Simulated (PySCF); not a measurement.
# CHF3: the cost of one run

The runs use PySCF 2.14.0, with density-fitted response routines of our own; the level of theory stands in each step. All values are computed, except where a source is named. Atoms are numbered from 0 throughout.

### Step 1. The molecule as given

5 atoms, charge 0, multiplicity 1; geometry from: GFN2-xTB. The atoms were then displaced at random by about 0.01 Å, so the start is not that level's minimum.

Bonds of the start (Å): F0–C1 1.32, C1–F2 1.32, C1–F3 1.32, C1–H4 1.10.

### Step 2. Relaxing the molecule at PBE0-D3(BJ)/def2-TZVP

Job settings and geometry (Å):

```
{"job": {"xc": "PBE0", "basis": "def2-TZVP", "d3": "d3bj", "grid": 2, "shake": 0.01, "kind": "geom"}, "charge": 0, "multiplicity": 1}
F     -0.881530    -0.841790    -0.476980
C     -0.000760    -0.012110     0.052110
F      1.157400    -0.258910    -0.525000
F     -0.303730     1.248080    -0.223030
H      0.062190    -0.169240     1.135010
```

On the command line:

```console
$ OMP_NUM_THREADS=1 python probes_run.py task.json out
```

The driver reads the jobs from task.json and runs them one after another.

**Question.** How long does this first job take on 1 thread of Arm Neoverse N1, shared host, and how much memory does it need?

About 31 s, with a peak of 0.51 GiB.
